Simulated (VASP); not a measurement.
Here is a VASP 6.6.1 calculation.

The input POSCAR:

```
BeTe
1.0
    0.0000000000      2.7700000000      2.7700000000
    2.7700000000      0.0000000000      2.7700000000
    2.7700000000      2.7700000000      0.0000000000
Te Be
1 1
Direct
    0.7500000000      0.7500000000      0.7500000000
    0.0000000000      0.0000000000      0.0000000000
```

Contents of INCAR.step1:

```
ALGO = Normal
EDIFF = 1E-5
ENCUT = 520
GGA = PE
ISIF = 2
ISMEAR = -1
LASPH = True
LCHARG = False
LREAL = False
LWAVE = True
NBANDS = 11
NELM = 80
PREC = Accurate
SIGMA = 0.05
```

The input INCAR.step2:

```
ALGO = Normal
EDIFF = 1E-6
ENCUT = 520
GGA = PE
HFSCREEN = 0.3
ISIF = 2
ISMEAR = -1
ISTART = 1
LASPH = True
LCHARG = False
LHFCALC = True
LREAL = False
LWAVE = False
NBANDS = 11
NELM = 80
PREC = Accurate
PRECFOCK = Fast
SIGMA = 0.05
```

KPOINTS

```
k-points
0
Gamma
  4 4 4
```

The input KPOINTS_OPT:

```
path GXWKGLUWLK,UX
12
line-mode
reciprocal
 0.0000000000  0.0000000000  0.0000000000  G
 0.5000000000  0.0000000000  0.5000000000  X

 0.5000000000  0.0000000000  0.5000000000  X
 0.5000000000  0.2500000000  0.7500000000  W

 0.5000000000  0.2500000000  0.7500000000  W
 0.3750000000  0.3750000000  0.7500000000  K

 0.3750000000  0.3750000000  0.7500000000  K
 0.0000000000  0.0000000000  0.0000000000  G

 0.0000000000  0.0000000000  0.0000000000  G
 0.5000000000  0.5000000000  0.5000000000  L

 0.5000000000  0.5000000000  0.5000000000  L
 0.6250000000  0.2500000000  0.6250000000  U

 0.6250000000  0.2500000000  0.6250000000  U
 0.5000000000  0.2500000000  0.7500000000  W

 0.5000000000  0.2500000000  0.7500000000  W
 0.5000000000  0.5000000000  0.5000000000  L

 0.5000000000  0.5000000000  0.5000000000  L
 0.3750000000  0.3750000000  0.7500000000  K

 0.6250000000  0.2500000000  0.6250000000  U
 0.5000000000  0.0000000000  0.5000000000  X
```

Potentials or basis: VASP PAW PBE potentials, release 64 (Te, Be).

Launch:

```bash
$ cat potpaw_PBE.64/Te/POTCAR potpaw_PBE.64/Be/POTCAR > POTCAR
$ cp INCAR.step1 INCAR
$ mpirun -np 1 vasp_std > vasp.out
$ cp INCAR.step2 INCAR
$ mpirun -np 1 vasp_std > vasp.out
```

Question: Estimate the pressure.

Answer: 3.8 GPa.

Question: Predict the band gap along the path.

Answer: 2.35 eV, indirect (least direct gap 4.24 eV).

Question: What does it give for the band gap on the k mesh?

Answer: 2.35 eV, indirect (least direct gap 4.24 eV).

Levels at the corners of the path, in eV from the valence-band top:
```
point  band 1  band 2  band 3  band 4  band 5  band 6  band 7  band 8  band 9
    Γ  -13.69    0.00    0.00    0.00    4.24    4.24    4.24    4.80    9.25
    X  -11.44   -5.86   -3.04   -3.04    2.35    3.13   11.17   11.17   12.94
    X  -11.44   -5.86   -3.04   -3.04    2.35    3.13   11.17   11.17   12.94
    W  -11.39   -5.24   -4.24   -3.67    5.93    6.22    6.45    7.19   12.23
    W  -11.39   -5.24   -4.24   -3.67    5.93    6.22    6.45    7.19   12.23
    K  -11.46   -5.44   -4.44   -2.56    3.17    6.00    9.03    9.42   10.21
    K  -11.46   -5.44   -4.44   -2.56    3.17    6.00    9.03    9.42   10.21
    Γ  -13.69    0.00    0.00    0.00    4.24    4.24    4.24    4.80    9.25
    Γ  -13.69    0.00    0.00    0.00    4.24    4.24    4.24    4.80    9.25
    L  -12.05   -6.35   -1.30   -1.30    3.79    5.25    5.25    8.62   12.14
    L  -12.05   -6.35   -1.30   -1.30    3.79    5.25    5.25    8.62   12.14
    U  -11.46   -5.44   -4.44   -2.56    3.17    6.00    9.03    9.42   10.21
    U  -11.46   -5.44   -4.44   -2.56    3.17    6.00    9.03    9.42   10.21
    W  -11.39   -5.24   -4.24   -3.67    5.93    6.22    6.45    7.19   12.23
    W  -11.39   -5.24   -4.24   -3.67    5.93    6.22    6.45    7.19   12.23
    L  -12.05   -6.35   -1.30   -1.30    3.79    5.25    5.25    8.62   12.14
    L  -12.05   -6.35   -1.30   -1.30    3.79    5.25    5.25    8.62   12.14
    K  -11.46   -5.44   -4.44   -2.56    3.17    6.00    9.03    9.42   10.21
    U  -11.46   -5.44   -4.44   -2.56    3.17    6.00    9.03    9.42   10.21
    X  -11.44   -5.86   -3.04   -3.04    2.35    3.13   11.17   11.17   12.94
```

Caveat: the k mesh is coarse (spacing up to 0.49 Å⁻¹), so the values aren't converged, least of all with exact exchange; the PAW data sets were made with another functional, which shifts forces and pressure a little; spin-orbit coupling is left out, which moves the levels of the heavy elements.
